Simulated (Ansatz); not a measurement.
What a change of settings does to a run on SnTe

The cell is COD entry 9008726, as deposited and not checked against the literature; nothing was relaxed.

First run: DFT, PBE, all-electron PAW with datasets made for the crystal, scalar-relativistic (Ansatz 0.2.0).

Command: `ansatz run input.yaml --threads 1 --pin off --max-ram 2048MiB --backend cpu --events-out ev --progress --plain --runs-dir out` The run took 22 s on 1 thread of Intel(R) Xeon(R) Platinum 8259CL CPU @ 2.50GHz (Skylake/Cascade Lake) (shared host).

```yaml
crystal:
  lattice:
    - [0.0, 3.1565, 3.1565]
    - [3.1565, 0.0, 3.1565]
    - [3.1565, 3.1565, 0.0]
  atoms:
    - { symbol: Sn, position: [0.0, 0.0, 0.0] }
    - { symbol: Te, position: [0.5, 0.5, 0.5] }
kpoints:
  mp_grid: { grid: [11, 11, 11] }
  band_path:
    path:
      - [0.0, 0.0, 0.0]
      - [0.5, 0.0, 0.5]
      - [0.625, 0.25, 0.625]
      - [0.375, 0.375, 0.75]
      - [0.0, 0.0, 0.0]
      - [0.5, 0.5, 0.5]
      - [0.5, 0.25, 0.75]
      - [0.5, 0.0, 0.5]
    npoints: 8
scf:
  occupations: { method: fermi_dirac, width: 0.08 }
hamiltonian:
  xc: pbe
  pseudopotentials: { kind: all_electron, datasets: crystal }
output:
  forces: true
  stress: true
  eigenvalues: true
  efg: { contact_densities: true }
```

Result: converged; pressure 2.03 GPa; gap on the k mesh 0.42 eV (the mesh can miss the band edges); 7 SCF iterations.

No spin–orbit coupling, which matters for the heavy atoms here.

The input is then changed:

```diff
@@ -8,5 +8,5 @@
     - { symbol: Te, position: [0.5, 0.5, 0.5] }
 kpoints:
-  mp_grid: { grid: [11, 11, 11] }
+  mp_grid: { grid: [11, 11, 11], shift: [0.5, 0.5, 0.5] }
   band_path:
     path:
@@ -22,4 +22,5 @@
 scf:
   occupations: { method: fermi_dirac, width: 0.08 }
+  convergence: { dr2_threshold: 0.0001 }
 hamiltonian:
   xc: pbe
```

Predict the outcome of the changed run.

It converged; energy at zero smearing +0.1 meV/atom from the first run; pressure 2.03 GPa; gap on the k mesh 0.08 eV (the mesh can miss the band edges); 5 SCF iterations. Some of these settings are too coarse for converged properties.
